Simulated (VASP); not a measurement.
# Na (Im-3m) in VASP: further runs

The runs below take Na through relaxation of cell and atoms, with PBE.

Program: VASP 6.6.1. These are calculated values, not measurements. Logs are shortened: lines on timing, memory, paths and dates and some standing lists are left out, and cuts for length are marked.

### 1 Starting point

Symmetry: Im-3m, No. 229, cubic system. Conventional cell: a = 4.282 Å, b = 4.282 Å, c = 4.282 Å, α = 90.00°, β = 90.00°, γ = 90.00°. Na (site symmetry m-3m) has 8 Na at 3.71 Å as nearest neighbours.

### 2 Relaxation of cell and atoms, PBE

Input file INCAR:

```
SYSTEM = Na
PREC = Accurate
ENCUT = 520
EDIFF = 1E-6
ISMEAR = 0
SIGMA = 0.1
LREAL = .False.
LASPH = .True.
NELM = 120
ALGO = Normal
ISIF = 3
LWAVE = .False.
LCHARG = .False.
GGA = PE
IBRION = 2
NSW = 90
EDIFFG = -0.01
```

Input file KPOINTS:

```
Automatic mesh
0
Gamma
  14 14 14
  0 0 0
```

Input file POSCAR:

```
Na
1.0
   -2.1410000000      2.1410000000      2.1410000000
    2.1410000000     -2.1410000000      2.1410000000
    2.1410000000      2.1410000000     -2.1410000000
Na
1
Direct
    0.0000000000      0.0000000000      0.0000000000
```

Potentials or basis: VASP PAW PBE potentials, release 64 (Na_pv).

Run with:

```
$ cat potpaw_PBE.64/Na_pv/POTCAR > POTCAR
$ mpirun -np 1 vasp_std > vasp.out
```

OUTCAR:

```text
SYSTEM = Na
   PREC = Accurate
   ENCUT = 520
   EDIFF = 1E-6
   ISMEAR = 0
   LREAL = .False.
   LASPH = .True.
   NELM = 120
   ISIF = 3
   GGA = PE
   IBRION = 2
   NSW = 90
   EDIFFG = -0.01

 ion  position               nearest neighbor table
   1  0.000  0.000  0.000-

  LATTYP: Found a body centered cubic cell.
 ALAT       =     4.2820000000

  Lattice vectors:

 A1 = (  -2.1410000000,   2.1410000000,   2.1410000000)
 A2 = (   2.1410000000,  -2.1410000000,   2.1410000000)
 A3 = (   2.1410000000,   2.1410000000,  -2.1410000000)

Analysis of symmetry for initial positions (statically):
=====================================================================
 Subroutine PRICEL returns:
 Original cell was already a primitive cell.

 Routine SETGRP: Setting up the symmetry group for a
 body centered cubic supercell.

 Subroutine GETGRP returns: Found 48 space group operations
 (whereof 48 operations were pure point group operations)
 out of a pool of 48 trial point group operations.

The static configuration has the point symmetry O_h .

Analysis of symmetry for dynamics (positions and initial velocities):
=====================================================================
 Subroutine PRICEL returns:
 Original cell was already a primitive cell.

 Routine SETGRP: Setting up the symmetry group for a
 body centered cubic supercell.

 Subroutine GETGRP returns: Found 48 space group operations
 (whereof 48 operations were pure point group operations)
 out of a pool of 48 trial point group operations.

The dynamic configuration has the point symmetry O_h .

 Subroutine INISYM returns: Found 48 space group operations
 (whereof 48 operations are pure point group operations),
 and found     1 'primitive' translations

----------------------------------------------------------------------------------------

                                     Primitive cell

  volume of cell :      39.2564

  direct lattice vectors                    reciprocal lattice vectors
    -2.141000000  2.141000000  2.141000000     0.000000000  0.233535731  0.233535731
     2.141000000 -2.141000000  2.141000000     0.233535731  0.000000000  0.233535731
     2.141000000  2.141000000 -2.141000000     0.233535731  0.233535731  0.000000000

  length of vectors
     3.708320779  3.708320779  3.708320779     0.330269398  0.330269398  0.330269398

  position of ions in fractional coordinates (direct lattice)
     0.000000000  0.000000000  0.000000000

  ion indices of the primitive-cell ions
   primitive index   ion index
                 1           1

----------------------------------------------------------------------------------------

 KPOINTS: Automatic mesh

Automatic generation of k-mesh.
 Grid dimensions read from file:
 generate k-points for:   14   14   14

 Generating k-lattice:

  Cartesian coordinates                     Fractional coordinates (reciprocal lattice)
     0.000000000  0.016681124  0.016681124     0.071428571  0.000000000  0.000000000
     0.016681124  0.000000000  0.016681124     0.000000000  0.071428571  0.000000000
     0.016681124  0.016681124  0.000000000     0.000000000  0.000000000  0.071428571

  Length of vectors
     0.023590671  0.023590671  0.023590671

  Shift w.r.t. Gamma in fractional coordinates (k-lattice)
     0.000000000  0.000000000  0.000000000

 Subroutine IBZKPT returns following result:
 ===========================================

 Found    104 irreducible k-points:

 Following reciprocal coordinates:
            Coordinates               Weight
  0.000000  0.000000  0.000000      1.000000
  0.071429  0.000000  0.000000     12.000000
  0.142857  0.000000  0.000000     12.000000
  0.214286  0.000000  0.000000     12.000000
  0.285714  0.000000  0.000000     12.000000
  0.357143  0.000000  0.000000     12.000000
[... 16 lines left out ...]
  0.285714  0.285714  0.000000     24.000000
  0.357143  0.285714  0.000000     24.000000
 [... further k-points ...]
   k-points           NKPTS =    104   k-points in BZ     NKDIM =    104   number of bands    NBANDS=      7
   number of dos      NEDOS =    301   number of ions     NIONS =      1
   total plane-waves  NPLWV =  21952
   dimension x,y,z NGX =    28 NGY =   28 NGZ =   28
   dimension x,y,z NGXF=    56 NGYF=   56 NGZF=   56
   ions per type =               1
   NGX,Y,Z   is equivalent  to a cutoff of  12.55, 12.55, 12.55 a.u.
   NGXF,Y,Z  is equivalent  to a cutoff of  25.11, 25.11, 25.11 a.u.
 SYSTEM =  Na
   PREC   = accura    normal or accurate (medium, high low for compatibility)
   ISTART =      0    job   : 0-new  1-cont  2-samecut
   ICHARG =      2    charge: 1-file 2-atom 10-const
   ISPIN  =      1    spin polarized calculation?
   LNONCOLLINEAR =      F non collinear calculations
   LSORBIT =      F    spin-orbit coupling
   LASPH  =      T    aspherical Exc in radial PAW
   ENCUT  =  520.0 eV  38.22 Ry    6.18 a.u.   6.90  6.90  6.90*2*pi/ulx,y,z
   NELM   =    120;   NELMIN=  2; NELMDL= -5     # of ELM steps
   EDIFF  = 0.1E-05   stopping-criterion for ELM
   LREAL  =      F    real-space projection
   EDIFFG = -.1E-01   stopping-criterion for IOM
   NSW    =     90    number of steps for IOM
   IBRION =      2    ionic relax: 0-MD 1-quasi-New 2-CG
   NFREE  =      1    steps in history (QN), initial steepest desc. (CG)
   ISIF   =      3    stress and relaxation
   ISYM   =      2    0-nonsym 1-usesym 2-fastsym
   POTIM  = 0.5000    time-step for ionic-motion
   TEBEG  =    0.0;   TEEND  =   0.0 temperature during run
   PSTRESS=    0.0 pullay stress
   NELECT =       7.0000    total number of electrons
   NUPDOWN=      -1.0000    fix difference up-down
   EMIN   =  10.00;   EMAX   =-10.00  energy-range for DOS
   EFERMI =   0.00;   METHOD = LEGACY
   ISMEAR =     0;   SIGMA  =   0.10  broadening in eV -4-tet -1-fermi 0-gaus
   EFERMI_NEDOS =   21; number of points for ismear=-14 and -15
   IALGO  =     38    algorithm
   IMIX   =      4    mixing-type and parameters
     AMIX     =   0.40;   BMIX     =  1.00
     AMIX_MAG =   1.60;   BMIX_MAG =  1.00
  volume/ion in A,a.u.               =      39.26       264.91
  Fermi-wavevector in a.u.,A,eV,Ry     =   0.921448  1.741284 11.552251  0.849066
  Thomas-Fermi vector in A             =   2.046866
   LORBIT       =      0    0 simple, 1 ext, 2 COOP (PROOUT), +10 PAW based schemes
   GGA     = PE    functional components
   LHFCALC =     F    Hartree Fock is set to
   AEXX    =    0.0000 exact exchange contribution
   IVDW    =     0    specifies the selected vdW correction
   LEPSILON=     F    determine dielectric tensor
   LRPA    =     F    only Hartree local field effects (RPA)
 conjugate gradient relaxation of ions
 non-spin polarized calculation
 Gauss-broadening in eV      SIGMA  =   0.10
  energy-cutoff  :      520.00
  volume of cell :       39.26
 maximum number of plane-waves:      1071
   NGX = 13   NGY = 13   NGZ = 13

--------------------------------------- Ionic step        1  -------------------------------------------

 number of electron       7.0000011 magnetization

 Free energy of the ion-electron system (eV)
  ---------------------------------------------------
  ext. energy  EPLUGINS =         0.00000000
  ---------------------------------------------------
  free energy    TOTEN  =        -1.30909604 eV

  energy without entropy =       -1.30600981  energy(sigma->0) =       -1.30755293

------------------------ aborting loop because EDIFF is reached ----------------------------------------

  FORCE on cell =-STRESS in cart. coord.  units (eV):
  Direction    XX          YY          ZZ          XY          YZ          ZX
  --------------------------------------------------------------------------------------
  -------------------------------------------------------------------------------------
  Total       -0.1082444     -0.1082444     -0.1082444      0.0000000      0.0000000     -0.0000000
  in kB       -4.4178014     -4.4178014     -4.4178014      0.0000000      0.0000000     -0.0000000
  external PRESSURE =      -4.4178014 kB  Pullay stress =       0.0000000 kB

 VOLUME and BASIS-vectors are now :
 -----------------------------------------------------------------------------
  energy-cutoff  :      520.00
  volume of cell :       39.26
      direct lattice vectors                 reciprocal lattice vectors
    -2.141000000  2.141000000  2.141000000     0.000000000  0.233535731  0.233535731
     2.141000000 -2.141000000  2.141000000     0.233535731  0.000000000  0.233535731
     2.141000000  2.141000000 -2.141000000     0.233535731  0.233535731  0.000000000
[... 36 lines left out ...]
 POSITION                                       TOTAL-FORCE (eV/Angst)
 -----------------------------------------------------------------------------------
      0.00000      0.00000      0.00000         0.000000      0.000000      0.000000
 -----------------------------------------------------------------------------------
    total drift:                               -0.000000     -0.000000     -0.000000

  FREE ENERGIE OF THE ION-ELECTRON SYSTEM (eV)
  ---------------------------------------------------
  free  energy   TOTEN  =        -1.3105247224 eV

  energy  without entropy=       -1.3074539020  energy(sigma->0) =       -1.30898931

--------------------------------------- Ionic step        3  -------------------------------------------

 number of electron       7.0000005 magnetization

 Free energy of the ion-electron system (eV)
  ---------------------------------------------------
  ext. energy  EPLUGINS =         0.00000000
  ---------------------------------------------------
  free energy    TOTEN  =        -1.31222939 eV

  energy without entropy =       -1.30919950  energy(sigma->0) =       -1.31071445

 E-fermi :   0.3084     XC(G=0):  -6.5052

 val. band max:        0.2812807461   @ k =  -0.3571   0.4286   0.1429
 cond. band min:       0.3622014120   @ k =   0.3571   0.0714   0.0714
 fundamental gap:      0.0809206658
 Fermi energy:         0.3083781030

 k-point     1 :       0.0000    0.0000    0.0000
  band No.  band energies     occupation
      1     -24.5684      2.00000
      2     -24.5684      2.00000
      3     -24.5684      2.00000
      4      -2.9481      2.00000
      5      12.0724      0.00000
      6      12.0724      0.00000
      7      12.0724      0.00000

 k-point     2 :       0.0714    0.0000    0.0000
  band No.  band energies     occupation
      1     -24.5702      2.00000
      2     -24.5690      2.00000
      3     -24.5684      2.00000
      4      -2.8581      2.00000
      5      10.8802      0.00000
      6      11.4934      0.00000
      7      11.7207      0.00000
[... 201 lines left out ...]
 k-point    23 :       0.2857    0.2857    0.0000
  band No.  band energies     occupation
      1     -24.5970      2.00000
      2     -24.5874      2.00000
      3     -24.5726      2.00000
      4       1.1909      0.00000
      5       3.2512      0.00000
      6       4.0251      0.00000
      7       8.4212      0.00000

 k-point    24 :       0.3571    0.2857    0.0000
  band No.  band energies     occupation
      1     -24.5956      2.00000
      2     -24.5901      2.00000
      3     -24.5728      2.00000
      4       2.0472      0.00000
      5       2.4584      0.00000
      6       3.7294      0.00000
      7       8.3398      0.00000

 [... further k-points ...]

------------------------ aborting loop because EDIFF is reached ----------------------------------------

  FORCE on cell =-STRESS in cart. coord.  units (eV):
  Direction    XX          YY          ZZ          XY          YZ          ZX
  --------------------------------------------------------------------------------------
  -------------------------------------------------------------------------------------
  Total       -0.0028882     -0.0028882     -0.0028882      0.0000000      0.0000000     -0.0000000
  in kB       -0.1249686     -0.1249686     -0.1249686      0.0000000      0.0000000     -0.0000000
  external PRESSURE =      -0.1249686 kB  Pullay stress =       0.0000000 kB

 VOLUME and BASIS-vectors are now :
 -----------------------------------------------------------------------------
  energy-cutoff  :      520.00
  volume of cell :       37.03
      direct lattice vectors                 reciprocal lattice vectors
    -2.099708269  2.099708269  2.099708269     0.000000000  0.238128319  0.238128319
     2.099708269 -2.099708269  2.099708269     0.238128319  0.000000000  0.238128319
     2.099708269  2.099708269 -2.099708269     0.238128319  0.238128319  0.000000000

 POSITION                                       TOTAL-FORCE (eV/Angst)
 -----------------------------------------------------------------------------------
      0.00000      0.00000      0.00000        -0.000000      0.000000      0.000000
 -----------------------------------------------------------------------------------
    total drift:                               -0.000000     -0.000000     -0.000000

  FREE ENERGIE OF THE ION-ELECTRON SYSTEM (eV)
  ---------------------------------------------------
  free  energy   TOTEN  =        -1.3122293939 eV

  energy  without entropy=       -1.3091994982  energy(sigma->0) =       -1.31071445

 reached required accuracy - stopping structural energy minimisation
```

It took 20 s on 1 thread of Intel Xeon Platinum 8488C (Sapphire Rapids), shared host; peak memory 0.15 GiB.

Results:

- Free energy: -1.3122 eV
- Relaxed volume: 37.03 Å³/atom
- Relaxed cell: a = 3.637 Å, b = 3.637 Å, c = 3.637 Å, α = 109.47°, β = 109.47°, γ = 109.47°
- Space group after relaxing (to 0.05 Å): Im-3m (No. 229)
- Energy gained by relaxing: 3.1 meV/atom
- Ionic steps: 3
- Pressure after relaxing: 0.0 GPa
- Band gap on the k mesh: none (metal or under the smearing width)

Step by step:
| step | energy change (eV) | largest force (eV/Å) | pressure (GPa) | volume (Å³) |
| --- | --- | --- | --- | --- |
| 1 | 0.0000 | 0.0000 | -0.44 | 39.26 |
| 2 | -0.0014 | 0.0000 | -0.33 | 38.64 |
| 3 | -0.0031 | 0.0000 | -0.01 | 37.03 |

Final structure:
```xyz
1
Lattice="-2.0997 2.0997 2.0997 2.0997 -2.0997 2.0997 2.0997 2.0997 -2.0997" Properties=species:S:1:pos:R:3 pbc="T T T"
Na    0.0000    0.0000    0.0000
```

(Continued in part 2 of 2.)
